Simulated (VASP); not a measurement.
# FeNi3 (Awaruite) (Pm-3m) in VASP: notebook

Runs on FeNi3 (Awaruite). Level: PBE. Tasks: single point.

Everything below comes from runs of VASP 6.6.1. Logs are shortened: lines on timing, memory, paths and dates and some standing lists are left out, and cuts for length are marked.

## Step 1: The structure

Symmetry: Pm-3m, No. 221, cubic system. The conventional cell has a = 3.545 Å, b = 3.545 Å, c = 3.545 Å, α = 90.00°, β = 90.00°, γ = 90.00°. Around Fe (site symmetry m-3m) lie 12 Ni at 2.51 Å. Ni (site symmetry 4/mmm) has 4 Fe at 2.51 Å and 8 Ni at 2.51 Å as nearest neighbours.

## Step 2: Single point, PBE, collinear spin, typed start

The input, INCAR:

```
SYSTEM = FeNi3
PREC = Accurate ; ENCUT = 520
EDIFF = 1E-6 ; ISMEAR = 0
SIGMA = 0.1 ; LREAL = .False.
LASPH = .True. ; NELM = 150
ALGO = Fast ; ISIF = 2
LWAVE = .False. ; LCHARG = .False.
ISPIN = 2 ; MAGMOM = 4 2 2 2
LORBIT = 11 ; LMAXMIX = 4
GGA = PE ; NBANDS = 31
```

The input, KPOINTS:

```
Automatic mesh
0
Gamma
  6 6 6
  0 0 0
```

The input, POSCAR:

```
FeNi3
1.0
    3.5450000000      0.0000000000      0.0000000000
    0.0000000000      3.5450000000      0.0000000000
    0.0000000000      0.0000000000      3.5450000000
Fe Ni
1 3
Direct
    0.0000000000      0.0000000000      0.0000000000
    0.0000000000      0.5000000000      0.5000000000
    0.5000000000      0.0000000000      0.5000000000
    0.5000000000      0.5000000000      0.0000000000
```

Potentials or basis: VASP PAW PBE potentials, release 64 (Fe, Ni).

Run with:

```
$ cat potpaw_PBE.64/Fe/POTCAR potpaw_PBE.64/Ni/POTCAR > POTCAR
$ mpirun -np 1 vasp_std > vasp.out
```

OUTCAR:

```text
SYSTEM = FeNi3
   PREC = Accurate
   ENCUT = 520
   EDIFF = 1E-6
   ISMEAR = 0
   LREAL = .False.
   LASPH = .True.
   NELM = 150
   ISIF = 2
   ISPIN = 2
   LORBIT = 11
   GGA = PE

 ion  position               nearest neighbor table
   1  0.000  0.000  0.000-   2 2.51   3 2.51   4 2.51   2 2.51   3 2.51   2 2.51   4 2.51   2 2.51
                             3 2.51   4 2.51   3 2.51   4 2.51
   2  0.000  0.500  0.500-   1 2.51   3 2.51   4 2.51   1 2.51   4 2.51   1 2.51   3 2.51   1 2.51
                             3 2.51   4 2.51   4 2.51   3 2.51
   3  0.500  0.000  0.500-   1 2.51   2 2.51   4 2.51   1 2.51   4 2.51   2 2.51   4 2.51   4 2.51
                             1 2.51   2 2.51   1 2.51   2 2.51
   4  0.500  0.500  0.000-   1 2.51   2 2.51   3 2.51   2 2.51   3 2.51   1 2.51   3 2.51   3 2.51
                             1 2.51   2 2.51   2 2.51   1 2.51

  LATTYP: Found a simple cubic cell.
 ALAT       =     3.5450000000

  Lattice vectors:

 A1 = (   3.5450000000,   0.0000000000,   0.0000000000)
 A2 = (   0.0000000000,   3.5450000000,   0.0000000000)
 A3 = (   0.0000000000,   0.0000000000,   3.5450000000)

Analysis of symmetry for initial positions (statically):
=====================================================================
 Subroutine PRICEL returns:
 Original cell was already a primitive cell.

 Routine SETGRP: Setting up the symmetry group for a
 simple cubic supercell.

 Subroutine GETGRP returns: Found 48 space group operations
 (whereof 48 operations were pure point group operations)
 out of a pool of 48 trial point group operations.

The static configuration has the point symmetry O_h .

Analysis of symmetry for dynamics (positions and initial velocities):
=====================================================================
 Subroutine PRICEL returns:
 Original cell was already a primitive cell.

 Routine SETGRP: Setting up the symmetry group for a
 simple cubic supercell.

 Subroutine GETGRP returns: Found 48 space group operations
 (whereof 48 operations were pure point group operations)
 out of a pool of 48 trial point group operations.

The dynamic configuration has the point symmetry O_h .

Analysis of structural, dynamic, and magnetic symmetry:
=====================================================================
 Subroutine PRICEL returns:
 Original cell was already a primitive cell.

 Routine SETGRP: Setting up the symmetry group for a
 simple cubic supercell.

 Subroutine GETGRP returns: Found 48 space group operations
 (whereof 48 operations were pure point group operations)
 out of a pool of 48 trial point group operations.
[... 131 lines left out ...]
 spin polarized calculation
 RMM-DIIS sequential band-by-band and
 Gauss-broadening in eV      SIGMA  =   0.10
  energy-cutoff  :      520.00
  volume of cell :       44.55
 maximum number of plane-waves:      1222
 NGX is ok and might be reduce to    28
   NGX = 13   NGY = 13   NGZ = 13

 number of electron      38.0000000 magnetization      10.0000000

 number of electron      37.9999985 magnetization       4.8706304

 Free energy of the ion-electron system (eV)
  ---------------------------------------------------
  ext. energy  EPLUGINS =         0.00000000
  ---------------------------------------------------
  free energy    TOTEN  =       -25.01810554 eV

  energy without entropy =      -25.00516289  energy(sigma->0) =      -25.01163422

 E-fermi :   8.5562     XC(G=0): -13.1436

 val. band max:        8.5402205136   @ k =   0.3333   0.1667   0.0000
 cond. band min:       8.5677318615   @ k =   0.0000   0.0000   0.0000
 fundamental gap:      0.0275113479
 Fermi energy:         8.5561918740

 spin component 1

 k-point     1 :       0.0000    0.0000    0.0000
  band No.  band energies     occupation
      1      -0.4952      1.00000
      2       3.2766      1.00000
      3       3.2766      1.00000
      4       3.9398      1.00000
      5       4.0084      1.00000
      6       4.0084      1.00000
[... 669 lines left out ...]
     30      30.0645      0.00000
     31      30.0900      0.00000
 Fermi energy:         8.5561918740

 spin component 2

 k-point     1 :       0.0000    0.0000    0.0000
  band No.  band energies     occupation
      1      -0.4548      1.00000
      2       4.3309      1.00000
      3       4.3315      1.00000
      4       4.3315      1.00000
      5       5.0286      1.00000
      6       5.0286      1.00000
[... 669 lines left out ...]
     30      29.8767      0.00000
     31      30.0170      0.00000

------------------------ aborting loop because EDIFF is reached ----------------------------------------

  FORCE on cell =-STRESS in cart. coord.  units (eV):
  Direction    XX          YY          ZZ          XY          YZ          ZX
  --------------------------------------------------------------------------------------
  -------------------------------------------------------------------------------------
  Total       -0.0372540     -0.0372540     -0.0372540     -0.0000000     -0.0000000      0.0000000
  in kB       -1.3397835     -1.3397835     -1.3397835     -0.0000000     -0.0000000      0.0000000
  external PRESSURE =      -1.3397835 kB  Pullay stress =       0.0000000 kB

 VOLUME and BASIS-vectors are now :
 -----------------------------------------------------------------------------
  energy-cutoff  :      520.00
  volume of cell :       44.55
      direct lattice vectors                 reciprocal lattice vectors
     3.545000000  0.000000000  0.000000000     0.282087447  0.000000000  0.000000000
     0.000000000  3.545000000  0.000000000     0.000000000  0.282087447  0.000000000
     0.000000000  0.000000000  3.545000000     0.000000000  0.000000000  0.282087447

 POSITION                                       TOTAL-FORCE (eV/Angst)
 -----------------------------------------------------------------------------------
      0.00000      0.00000      0.00000         0.000000      0.000000      0.000000
      0.00000      1.77250      1.77250         0.000000      0.000000      0.000000
      1.77250      0.00000      1.77250         0.000000      0.000000      0.000000
      1.77250      1.77250      0.00000         0.000000      0.000000      0.000000
 -----------------------------------------------------------------------------------
    total drift:                                0.000000      0.000000      0.000000

  FREE ENERGIE OF THE ION-ELECTRON SYSTEM (eV)
  ---------------------------------------------------
  free  energy   TOTEN  =       -25.0181055444 eV

  energy  without entropy=      -25.0051628942  energy(sigma->0) =      -25.01163422

 total charge

# of ion       s       p       d       tot
------------------------------------------
    1        0.474   0.502   6.112   7.087
    2        0.504   0.510   8.321   9.335
    3        0.504   0.510   8.321   9.335
    4        0.504   0.510   8.321   9.335
--------------------------------------------------
tot          1.986   2.033  31.073  35.092

 magnetization (x)

# of ion       s       p       d       tot
------------------------------------------
    1        0.012  -0.000   2.904   2.916
    2       -0.015  -0.044   0.721   0.662
    3       -0.015  -0.044   0.721   0.662
    4       -0.015  -0.044   0.721   0.662
--------------------------------------------------
tot         -0.032  -0.134   5.067   4.901
```

Run time: 48 s. Hardware: 1 thread of Intel Xeon Platinum 8488C (Sapphire Rapids), shared host; peak memory 0.18 GiB.

What came out:

* Free energy: -25.0181 eV
* Pressure: -0.1 GPa
* Band gap on the k mesh: none (metal or under the smearing width)
* Net moment: 4.87 μB per cell
* Site moments: Fe +2.92; Ni +0.66 μB
* Valence electrons inside the program's atomic spheres: Fe 7.09; Ni 9.34

Levels at points of the mesh, in eV from the Fermi level:
Spin up:
| k point | band 17 | band 18 | band 19 | band 20 | band 21 | band 22 | band 23 | band 24 | band 25 | band 26 |
| --- | --- | --- | --- | --- | --- | --- | --- | --- | --- | --- |
| (0.00, 0.00, 0.00) | -0.72 | -0.72 | -0.65 | -0.65 | -0.65 | 2.26 | 2.26 | 2.26 | 8.85 | 8.85 |
| (0.50, 0.00, 0.00) | -1.60 | -1.55 | -1.42 | -1.06 | -0.72 | -0.65 | 7.49 | 7.49 | 7.53 | 7.53 |
| (0.50, 0.50, 0.00) | -1.72 | -1.72 | -1.53 | -1.48 | 0.73 | 0.73 | 0.78 | 0.80 | 11.14 | 11.23 |
| (0.50, 0.50, 0.50) | -0.84 | -0.82 | -0.82 | -0.82 | -0.48 | -0.48 | -0.48 | -0.36 | 5.42 | 5.42 |
Spin down:
```csv
k point,band 13,band 14,band 15,band 16,band 17,band 18,band 19,band 20,band 21,band 22
"(0.00, 0.00, 0.00)",0.01,0.30,0.30,0.30,1.01,1.01,1.27,1.27,1.27,2.29
"(0.50, 0.00, 0.00)",-0.93,-0.93,-0.84,-0.39,-0.10,-0.10,0.30,0.54,0.64,1.24
"(0.50, 0.50, 0.00)",-1.20,-1.20,-1.18,-0.79,-0.64,0.19,0.19,0.43,1.42,1.42
"(0.50, 0.50, 0.50)",-0.48,-0.44,-0.44,-0.44,0.08,0.08,0.08,0.81,0.81,0.81
```

## Step 3: Single point, PBE, collinear spin, typed start

The input, INCAR:

```
SYSTEM = FeNi3
ALGO = Fast
EDIFF = 1E-6
ENCUT = 520
GGA = PE
ISIF = 2
ISMEAR = 0
ISPIN = 2
LASPH = .True.
LCHARG = .False.
LMAXMIX = 4
LORBIT = 11
LREAL = .False.
LWAVE = .False.
MAGMOM = 3.21 0.78 0.78 0.78
NBANDS = 31
NELM = 150
PREC = Accurate
SIGMA = 0.1
```

The input, KPOINTS:

```
k-points
0
Gamma
  12 12 12
  0 0 0
```

The input, POSCAR:

```
FeNi3
1.0
    3.5436896713      0.0000000000      0.0000000000
    0.0000000000      3.5436896713      0.0000000000
    0.0000000000      0.0000000000      3.5436896713
Fe Ni
1 3
Direct
    0.0000000000      0.0000000000      0.0000000000
    0.0000000000      0.5000000000      0.5000000000
    0.5000000000      0.0000000000      0.5000000000
    0.5000000000      0.5000000000      0.0000000000
```

Potentials or basis: VASP PAW PBE potentials, release 64 (Fe, Ni).

Run with:

```
$ cat potpaw_PBE.64/Fe/POTCAR potpaw_PBE.64/Ni/POTCAR > POTCAR
$ mpirun -np 1 vasp_std > vasp.out
```

It took 3.3 min on 1 thread of Intel Xeon Platinum 8488C (Sapphire Rapids), shared host; peak memory 0.29 GiB.

It converged, with:

```yaml
Free_energy: -25.0091 eV
Pressure: -0.1 GPa
Band_gap_on_the_k_mesh: none (metal or under the smearing width)
Net_moment: 4.79 μB per cell
Site_moments: Fe +2.91; Ni +0.64 μB
Valence_electrons_inside_the_program's_atomic_spheres: Fe 7.09; Ni 9.34
```

Levels at points of the mesh, in eV from the Fermi level:
Spin up:
| k point | band 17 | band 18 | band 19 | band 20 | band 21 | band 22 | band 23 | band 24 | band 25 | band 26 |
| --- | --- | --- | --- | --- | --- | --- | --- | --- | --- | --- |
| (0.00, 0.00, 0.00) | -0.73 | -0.73 | -0.63 | -0.63 | -0.63 | 2.25 | 2.25 | 2.25 | 8.85 | 8.85 |
| (0.50, 0.00, 0.00) | -1.60 | -1.54 | -1.43 | -1.05 | -0.73 | -0.63 | 7.48 | 7.48 | 7.52 | 7.52 |
| (0.50, 0.50, 0.00) | -1.72 | -1.72 | -1.52 | -1.48 | 0.74 | 0.74 | 0.77 | 0.79 | 11.15 | 11.23 |
| (0.50, 0.50, 0.50) | -0.84 | -0.80 | -0.80 | -0.80 | -0.50 | -0.50 | -0.50 | -0.37 | 5.43 | 5.43 |
Spin down:
```tsv
k point	band 15	band 16	band 17	band 18	band 19	band 20
(0.00, 0.00, 0.00)	0.28	0.28	0.99	0.99	1.24	1.24
(0.50, 0.00, 0.00)	-0.86	-0.41	-0.13	-0.13	0.28	0.51
(0.50, 0.50, 0.00)	-1.20	-0.80	-0.67	0.16	0.16	0.40
(0.50, 0.50, 0.50)	-0.46	-0.46	0.06	0.06	0.06	0.78
```
